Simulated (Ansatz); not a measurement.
Input and command of a plane-wave DFT calculation in Ansatz:

```yaml
crystal:
  lattice:
    - [5.0310955529, 0.0, 0.0]
    - [-2.5155477764, 4.3570565576, 0.0]
    - [0.0, 0.0, 5.5349233044]
  atoms:
    - { symbol: C, position: [0.465, 0.0, 0.3333333333] }
    - { symbol: C, position: [0.0, 0.465, 0.6666666667] }
    - { symbol: C, position: [0.535, 0.535, 0.0] }
    - { symbol: O, position: [0.415, 0.272, 0.213] }
    - { symbol: O, position: [0.728, 0.143, 0.5463333333] }
    - { symbol: O, position: [0.857, 0.585, 0.8796666667] }
    - { symbol: O, position: [0.272, 0.415, 0.787] }
    - { symbol: O, position: [0.143, 0.728, 0.4536666667] }
    - { symbol: O, position: [0.585, 0.857, 0.1203333333] }
basis:
  ecutwfc: 420
kpoints:
  mp_grid: { grid: [6, 6, 4] }
hamiltonian:
  xc: pbe
scf:
  occupations: { method: gaussian, width: 0.1 }
  lower_state_search: "off"
output:
  forces: true
  stress: true
  eigenvalues: true
```

```bash
ansatz run input.yaml --threads 1 --pin off --max-ram 2560MiB --backend cpu --events-out ev --progress --plain --runs-dir out
```

Processor: Intel(R) Xeon(R) Platinum 8488C (Sapphire Rapids), 1 thread, on a host shared with other jobs.

**Question.** How long does it run, and how much memory does it take?

**Answer.** About 6.2 s on 1 thread of Intel(R) Xeon(R) Platinum 8488C (Sapphire Rapids), with other jobs on the host, peak memory 0.37 GiB. It solves 33 bands at 24 k points (the mesh reduced by the symmetry that the task leaves, which can be less than the crystal's) with about 2413 plane waves, in 7 SCF iterations.
